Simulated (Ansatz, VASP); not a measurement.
# One calculation of MgI2, two programs

Contents of INCAR:

```
PREC = Accurate
ENCUT = 520
EDIFF = 1E-7
ISMEAR = 0
SIGMA = 0.05
LREAL = False
LASPH = True
NELM = 100
ALGO = Normal
ISIF = 2
LWAVE = False
LCHARG = False
GGA = PS
NBANDS = 15
```

The input KPOINTS:

```
Automatic mesh
0
Gamma
  6 6 4
```

Contents of POSCAR:

```
MgI2
1.0
    4.2160056232      0.0000000000      0.0000000000
   -2.1080028116      3.6511679722      0.0000000000
    0.0000000000      0.0000000000      7.0678600000
Mg I
1 2
Direct
    0.0000000000      0.0000000000      0.0000000000
    0.3333333333      0.6666666667      0.7576300000
    0.6666666667      0.3333333333      0.2423700000
```

Input for Ansatz:

```yaml
crystal:
  lattice:
    - [4.2160056232, 0.0, 0.0]
    - [-2.1080028116, 3.6511679722, 0.0]
    - [0.0, 0.0, 7.06786]
  atoms:
    - { symbol: Mg, position: [0.0, 0.0, 0.0] }
    - { symbol: I, position: [0.3333333333, 0.6666666667, 0.75763] }
    - { symbol: I, position: [0.6666666667, 0.3333333333, 0.24237] }
basis:
  ecutwfc: 420
kpoints:
  mp_grid: { grid: [6, 6, 4] }
hamiltonian:
  xc: pbesol
scf:
  occupations: { method: gaussian, width: 0.05 }
output:
  forces: true
  stress: true
  eigenvalues: true
```

Change from the starting cell: strain +0.015 along x and y, +0.030 along z, atoms carried along.

Alike in both runs: task single point; functional PBEsol; k mesh 6 × 6 × 4; occupations gaussian, width 0.05 eV; no spin polarisation.

```csv
,VASP,Ansatz
version,VASP 6.6.1,Ansatz 0.2.0
potentials or method,"VASP PAW PBE potentials, release 64 (Mg, I)","scalar-relativistic, plane waves, PAW"
plane-wave cutoff (eV),520,420
valence electrons in the cell,16,44
```

```csv
,VASP,Ansatz,Ansatz less VASP
gap on the k mesh at the Fermi level (eV),3.42,3.43,+0.009
least direct gap on the mesh (eV),3.42,3.43,+0.009
pressure (GPa),-1.7,-1.7,+0.03
rms of the force components (eV/Å),0.160,0.158,-0.0026
```

Atom by atom the forces differ by 0.003 eV/Å (rms over components). The functional is the same, so the differences come from potentials, cutoffs and numerics. The two sets of potentials don't hold the same shells in valence.

Caveats: the PAW data sets were made with another functional, which shifts forces and pressure a little (VASP); spin-orbit coupling is left out, which moves the levels of the heavy elements; this functional lacks dispersion, which binds the layers, so the pressure and a relaxed spacing across them are unreliable. A k mesh can miss the band edges.
